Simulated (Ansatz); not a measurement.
Two Ansatz runs on BP

The cell was built from the rocksalt type and relaxed in the same program; it needn't be a known or the stable phase. The listed cell was then made from it by scaling, straining or moving an atom.

First run: DFT, PBE, all-electron LAPW, scalar-relativistic (Ansatz 0.2.0).

Command: `ansatz run input.yaml --threads 1 --pin off --max-ram 2048MiB --backend cpu --events-out ev --progress --plain --runs-dir out` The run took 5 s on 1 thread of Intel(R) Xeon(R) 6975P-C (Granite Rapids), with other jobs on the host, peak memory 0.36 GiB.

```yaml
crystal:
  lattice:
    - [0.0, 2.116084861, 2.116084861]
    - [2.116084861, 0.0, 2.116084861]
    - [2.116084861, 2.116084861, 0.0]
  atoms:
    - { symbol: B, position: [0.0, 0.0, 0.0] }
    - { symbol: P, position: [0.5, 0.5, 0.5] }
kpoints:
  mp_grid: { grid: [16, 16, 16] }
scf:
  occupations: { method: fermi_dirac, width: 0.05 }
hamiltonian:
  xc: pbe
  pseudopotentials: { kind: all_electron, lapw: { basis_error: 0.0005 } }
output:
  forces: true
  stress: true
  eigenvalues: true
```

Result: converged; pressure 11.37 GPa; no gap on the k mesh; 6 SCF iterations.

The input is then changed:

```diff
@@ -8,7 +8,9 @@
     - { symbol: P, position: [0.5, 0.5, 0.5] }
 kpoints:
-  mp_grid: { grid: [16, 16, 16] }
+  mp_grid: { grid: [16, 16, 16], shift: [0.5, 0.5, 0.5] }
 scf:
   occupations: { method: fermi_dirac, width: 0.05 }
+  algorithm: direct_min
+  n_extra_bands: 2
 hamiltonian:
   xc: pbe
```

(1) What does the second run give?

Answers

(1) It converged; energy at zero smearing +2.1 meV/atom from the first run; pressure 11.25 GPa; no gap on the k mesh; 5 SCF iterations.
